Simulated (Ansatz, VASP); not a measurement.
## HgTe: VASP beside Ansatz

The input INCAR:

```
PREC = Accurate ; ENCUT = 520
EDIFF = 1E-7 ; ISMEAR = -1
SIGMA = 0.03 ; LREAL = False
LASPH = True ; NELM = 100
ALGO = Normal ; ISIF = 2
LWAVE = False ; LCHARG = True
GGA = PE ; LELF = True
LVHAR = True ; NBANDS = 16
```

Contents of KPOINTS:

```
Automatic mesh
0
Gamma
  5 5 5
```

File POSCAR:

```
HgTe
1.0
    0.0000000000      3.1800000000      3.1800000000
    3.1800000000      0.0000000000      3.1800000000
    3.1800000000      3.1800000000      0.0000000000
Hg Te
1 1
Direct
    0.0000000000      0.0000000000      0.0000000000
    0.5000000000      0.5000000000      0.5000000000
```

Input for Ansatz:

```yaml
crystal:
  lattice:
    - [0.0, 3.18, 3.18]
    - [3.18, 0.0, 3.18]
    - [3.18, 3.18, 0.0]
  atoms:
    - { symbol: Hg, position: [0.0, 0.0, 0.0] }
    - { symbol: Te, position: [0.5, 0.5, 0.5] }
hamiltonian:
  xc: pbe
  pseudopotentials: { kind: paw }
basis:
  ecutwfc: 420
kpoints:
  mp_grid: { grid: [5, 5, 5] }
scf:
  occupations: { method: fermi_dirac, width: 0.03 }
  lower_state_search: "off"
output:
  forces: true
  stress: true
```

Alike in both runs: task single point; functional PBE; k mesh 5 × 5 × 5; occupations fermi-dirac, width 0.03 eV; no spin polarisation.

|  | VASP | Ansatz |
| --- | --- | --- |
| version | VASP 6.6.1 | Ansatz 0.2.0 |
| potentials or method | VASP PAW PBE potentials, release 64 (Hg, Te) | PAW, plane waves, scalar-relativistic |
| plane-wave cutoff (eV) | 520 | 420 |
| valence electrons in the cell | 18 | 36 |

|  | VASP | Ansatz | Ansatz less VASP |
| --- | --- | --- | --- |
| pressure (GPa) | -3.5 | -3.6 | -0.06 |

The two sets of potentials don't hold the same shells in valence.

Spin-orbit coupling is left out, which matters for the levels of Hg, Te.
